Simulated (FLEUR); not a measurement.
**CuI (Marshite) under changes of volume**

One of the cells (27.859 Å³/atom); the others are scaled copies at fixed shape and fractional positions:

```
I Cu
1.0
     0.00000    3.03150    3.03150
     3.03150    0.00000    3.03150
     3.03150    3.03150    0.00000
I Cu
1 1
Direct
  0.00000 0.00000 0.00000
  0.75000 0.75000 0.75000
```

```yaml
Program: FLEUR MaX-R8.1 (patched build s14)
Functional: LDA (von Barth-Hedin)
Potentials_or_basis: all-electron
Basis: FLAPW
Kmax: 3.98 1/bohr
k_mesh: 8 × 8 × 8
Occupations: fermi-dirac, width 0.05 eV
Spin: no spin polarisation
```

```tsv
volume (Å³/atom)	energy over the lowest point (meV/atom)	gap on the mesh (eV)
26.188	0.00	1.10
26.745	9.83	1.05
27.859	39.07	0.94
28.974	77.15	0.84
29.531	?	?
```

**Question.** What does the run at 29.531 Å³/atom give?

**Answer.** Energy over the lowest point 98.40 meV/atom; gap on the mesh 0.80 eV.

Worked out: A Birch-Murnaghan fit of order 2 (a polynomial in V^(-2/3)) to the other rows has no minimum within the range. It gives 99.26 meV/atom at 29.531 Å³/atom, against the run's 98.40. A straight line through the other rows of the gap, of slope -2.59 eV per unit of ln V (its deformation potential), extrapolates to 0.79 eV, against the run's 0.80.

Energies are extrapolated to zero smearing.

Caveats: the plane-wave cutoff is short for the semicore states, which can make moduli rough; spin-orbit coupling is left out, which moves the levels of the heavy elements.
